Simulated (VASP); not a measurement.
# Pb₁₂H: drag along a line

Pb₁₂H, slab, 13 atoms in the cell. PBE, constrained relaxations along a path; PAW potentials Pb_d, H (PBE set).

Path: drag along a line, H hops from a hollow site to the next hollow site of Pb(100).

## Input

INCAR:
```
SYSTEM = HPb12
  ALGO = Normal
  EDIFF = 1E-6
  EDIFFG = -0.03
  ENCUT = 250
  IBRION = 2
  ISIF = 2
  ISMEAR = 1
  KPAR = 2
  LASPH = .True.
  LCHARG = .False.
  LREAL = .False.
  LWAVE = .False.
  NELM = 100
  NSW = 60
  POTIM = 0.5
  PREC = Normal
  SIGMA = 0.1
```

KPOINTS:
```
k-points
0
Gamma
  2 2 1
```

POSCAR.step1:
```
HPb12
1.0
    7.9186382668      0.0000000000      0.0000000000
    0.0000000000      7.9186382668      0.0000000000
    0.0000000000      0.0000000000     19.1293191334
Pb H
12 1
Selective dynamics
Direct
    0.0000000000      0.0000000000      0.3136546554  F F F
    0.5000000000      0.0000000000      0.3136546554  F F F
    0.0000000000      0.5000000000      0.3136546554  F F F
    0.5000000000      0.5000000000      0.3136546554  F F F
    0.2500000000      0.2500000000      0.4171428952  T T T
    0.7500000000      0.2500000000      0.4171428952  T T T
    0.2500000000      0.7500000000      0.4171428952  T T T
    0.7500000000      0.7500000000      0.4171428952  T T T
    0.0000000000      0.0000000000      0.5206311351  T T T
    0.5000000000      0.0000000000      0.5206311351  T T T
    0.0000000000      0.5000000000      0.5206311351  T T T
    0.5000000000      0.5000000000      0.5206311351  T T T
    0.2500000000      0.2500000000      0.5467690230  F T T
```

POSCAR.step2:
```
HPb12
1.0
    7.9186382668      0.0000000000      0.0000000000
    0.0000000000      7.9186382668      0.0000000000
    0.0000000000      0.0000000000     19.1293191334
Pb H
12 1
Selective dynamics
Direct
    0.0000000000      0.0000000000      0.3136546554  F F F
    0.5000000000      0.0000000000      0.3136546554  F F F
    0.0000000000      0.5000000000      0.3136546554  F F F
    0.5000000000      0.5000000000      0.3136546554  F F F
    0.2500000000      0.2500000000      0.4171428952  T T T
    0.7500000000      0.2500000000      0.4171428952  T T T
    0.2500000000      0.7500000000      0.4171428952  T T T
    0.7500000000      0.7500000000      0.4171428952  T T T
    0.0000000000      0.0000000000      0.5206311351  T T T
    0.5000000000      0.0000000000      0.5206311351  T T T
    0.0000000000      0.5000000000      0.5206311351  T T T
    0.5000000000      0.5000000000      0.5206311351  T T T
    0.1500000000      0.2500000000      0.5467690230  F T T
```

POSCAR.step3:
```
HPb12
1.0
    7.9186382668      0.0000000000      0.0000000000
    0.0000000000      7.9186382668      0.0000000000
    0.0000000000      0.0000000000     19.1293191334
Pb H
12 1
Selective dynamics
Direct
    0.0000000000      0.0000000000      0.3136546554  F F F
    0.5000000000      0.0000000000      0.3136546554  F F F
    0.0000000000      0.5000000000      0.3136546554  F F F
    0.5000000000      0.5000000000      0.3136546554  F F F
    0.2500000000      0.2500000000      0.4171428952  T T T
    0.7500000000      0.2500000000      0.4171428952  T T T
    0.2500000000      0.7500000000      0.4171428952  T T T
    0.7500000000      0.7500000000      0.4171428952  T T T
    0.0000000000      0.0000000000      0.5206311351  T T T
    0.5000000000      0.0000000000      0.5206311351  T T T
    0.0000000000      0.5000000000      0.5206311351  T T T
    0.5000000000      0.5000000000      0.5206311351  T T T
    0.0750000000      0.2500000000      0.5467690230  F T T
```

POSCAR.step4:
```
HPb12
1.0
    7.9186382668      0.0000000000      0.0000000000
    0.0000000000      7.9186382668      0.0000000000
    0.0000000000      0.0000000000     19.1293191334
Pb H
12 1
Selective dynamics
Direct
    0.0000000000      0.0000000000      0.3136546554  F F F
    0.5000000000      0.0000000000      0.3136546554  F F F
    0.0000000000      0.5000000000      0.3136546554  F F F
    0.5000000000      0.5000000000      0.3136546554  F F F
    0.2500000000      0.2500000000      0.4171428952  T T T
    0.7500000000      0.2500000000      0.4171428952  T T T
    0.2500000000      0.7500000000      0.4171428952  T T T
    0.7500000000      0.7500000000      0.4171428952  T T T
    0.0000000000      0.0000000000      0.5206311351  T T T
    0.5000000000      0.0000000000      0.5206311351  T T T
    0.0000000000      0.5000000000      0.5206311351  T T T
    0.5000000000      0.5000000000      0.5206311351  T T T
    0.0000000000      0.2500000000      0.5467690230  F T T
```

POSCAR.step5:
```
HPb12
1.0
    7.9186382668      0.0000000000      0.0000000000
    0.0000000000      7.9186382668      0.0000000000
    0.0000000000      0.0000000000     19.1293191334
Pb H
12 1
Selective dynamics
Direct
    0.0000000000      0.0000000000      0.3136546554  F F F
    0.5000000000      0.0000000000      0.3136546554  F F F
    0.0000000000      0.5000000000      0.3136546554  F F F
    0.5000000000      0.5000000000      0.3136546554  F F F
    0.2500000000      0.2500000000      0.4171428952  T T T
    0.7500000000      0.2500000000      0.4171428952  T T T
    0.2500000000      0.7500000000      0.4171428952  T T T
    0.7500000000      0.7500000000      0.4171428952  T T T
    0.0000000000      0.0000000000      0.5206311351  T T T
    0.5000000000      0.0000000000      0.5206311351  T T T
    0.0000000000      0.5000000000      0.5206311351  T T T
    0.5000000000      0.5000000000      0.5206311351  T T T
   -0.0750000000      0.2500000000      0.5467690230  F T T
```

POSCAR.step6:
```
HPb12
1.0
    7.9186382668      0.0000000000      0.0000000000
    0.0000000000      7.9186382668      0.0000000000
    0.0000000000      0.0000000000     19.1293191334
Pb H
12 1
Selective dynamics
Direct
    0.0000000000      0.0000000000      0.3136546554  F F F
    0.5000000000      0.0000000000      0.3136546554  F F F
    0.0000000000      0.5000000000      0.3136546554  F F F
    0.5000000000      0.5000000000      0.3136546554  F F F
    0.2500000000      0.2500000000      0.4171428952  T T T
    0.7500000000      0.2500000000      0.4171428952  T T T
    0.2500000000      0.7500000000      0.4171428952  T T T
    0.7500000000      0.7500000000      0.4171428952  T T T
    0.0000000000      0.0000000000      0.5206311351  T T T
    0.5000000000      0.0000000000      0.5206311351  T T T
    0.0000000000      0.5000000000      0.5206311351  T T T
    0.5000000000      0.5000000000      0.5206311351  T T T
   -0.1500000000      0.2500000000      0.5467690230  F T T
```

POSCAR.step7:
```
HPb12
1.0
    7.9186382668      0.0000000000      0.0000000000
    0.0000000000      7.9186382668      0.0000000000
    0.0000000000      0.0000000000     19.1293191334
Pb H
12 1
Selective dynamics
Direct
    0.0000000000      0.0000000000      0.3136546554  F F F
    0.5000000000      0.0000000000      0.3136546554  F F F
    0.0000000000      0.5000000000      0.3136546554  F F F
    0.5000000000      0.5000000000      0.3136546554  F F F
    0.2500000000      0.2500000000      0.4171428952  T T T
    0.7500000000      0.2500000000      0.4171428952  T T T
    0.2500000000      0.7500000000      0.4171428952  T T T
    0.7500000000      0.7500000000      0.4171428952  T T T
    0.0000000000      0.0000000000      0.5206311351  T T T
    0.5000000000      0.0000000000      0.5206311351  T T T
    0.0000000000      0.5000000000      0.5206311351  T T T
    0.5000000000      0.5000000000      0.5206311351  T T T
   -0.2500000000      0.2500000000      0.5467690230  F T T
```

Commands (each step's output is kept before the next begins):
```
cat potpaw_PBE.64/Pb_d/POTCAR potpaw_PBE.64/H/POTCAR > POTCAR
cp POSCAR.step1 POSCAR
mpirun -np 4 vasp_std > vasp.out
cp POSCAR.step2 POSCAR
mpirun -np 4 vasp_std > vasp.out
cp POSCAR.step3 POSCAR
mpirun -np 4 vasp_std > vasp.out
cp POSCAR.step4 POSCAR
mpirun -np 4 vasp_std > vasp.out
cp POSCAR.step5 POSCAR
mpirun -np 4 vasp_std > vasp.out
cp POSCAR.step6 POSCAR
mpirun -np 4 vasp_std > vasp.out
cp POSCAR.step7 POSCAR
mpirun -np 4 vasp_std > vasp.out
```

## Result

- Barrier (eV): 0.000
- Ionic steps, all stages: 177
- Electronic steps, all stages: 1999

Energy along the pull:

| Share of the way | Energy above the start (eV) |
|---|---|
| 0 | 0.000 |
| 0.2 | -0.292 |
| 0.35 | -0.345 |
| 0.5 | -0.176 |
| 0.65 | -0.345 |
| 0.8 | -0.292 |
| 1 | 0.000 |

The slab is body-centred cubic Pb(100), which isn't the element's stable structure, in-plane cell 7.92 × 7.92 Å, with 2 × 2 k points.

Limits: the adatom repeats in each 2 x 2 surface cell, and the slab has three layers.

VASP 6.6.1 took 3239 s on 4 cores (Intel Xeon Platinum 8559C (Emerald Rapids)), a shared host.
